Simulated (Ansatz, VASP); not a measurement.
## Two plane-wave programs on GaN

```
CELL_PARAMETERS angstrom
0.00000 2.28277 2.28277
2.27424 0.00853 2.27424
2.27424 2.27424 0.00853
ATOMIC_POSITIONS crystal
Ga 0.00000 0.00000 0.00000
N 0.75000 0.75000 0.75000
```

Change from the starting cell: strain +0.0075 x Voigt [0, 0, 0, 1, 0, 0], atoms carried along.

Alike in both runs: task single point; functional PBE; k mesh 10 × 10 × 10; occupations gaussian, width 0.05 eV; no spin polarisation.

|  | VASP | Ansatz |
| --- | --- | --- |
| version | VASP 6.6.1 | Ansatz 0.2.0 |
| potentials or method | VASP PAW PBE potentials, release 64 (Ga_d, N) | scalar-relativistic, plane waves, PAW |
| plane-wave cutoff (eV) | 520 | 420 |
| valence electrons in the cell | 18 | 18 |

```tsv
	VASP	Ansatz	Ansatz less VASP
gap on the k mesh at the Fermi level (eV)	1.53	1.53	-0.006
least direct gap on the mesh (eV)	1.53	1.53	-0.006
pressure (GPa)	0.1	0.0	-0.08
largest component of the traceless stress (GPa)	1.32	1.32	+0.004
rms of the force components (eV/Å)	0.030	0.031	+0.0007
```

Atom by atom the forces differ by 0.001 eV/Å (rms over components). The functional is the same, so the differences come from potentials, cutoffs and numerics.
